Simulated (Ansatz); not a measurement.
The system is MoS2.

```
Mo S
1.0
     3.16900    0.00000    0.00000
    -1.58450    2.74443    0.00000
     0.00000    0.00000   12.32400
Mo S
2 4
Cartesian
  1.5845 0.9148 9.2430
  0.0000 1.8296 3.0810
  1.5845 0.9148 4.6461
  0.0000 1.8296 10.8081
  1.5845 0.9148 1.5159
  0.0000 1.8296 7.6779
```

Program: Ansatz 0.2.0. Alike in all runs: task band structure; potentials or basis Ansatz PAW; no spin polarisation; cell as given; k mesh 10 × 10 × 3; smearing fermi-dirac 0.05 eV.

**Question.** Order these runs on this cell by their pressure, lowest first.
A. level r2SCAN; cutoff (eV) 500
B. level PBEsol; cutoff (eV) 420
C. level LDA; cutoff (eV) 420

**Answer.** C (-5.7 GPa), B (-3.0 GPa), A (0.8 GPa).

Caveats: the PAW data sets come from PBE, with cores solved anew for the run's functional, which leaves a small shift of forces and pressure; this functional lacks dispersion, which binds the layers, so the pressure and a relaxed spacing across them are unreliable (some runs).

Runs at the PBE level aren't shown here.
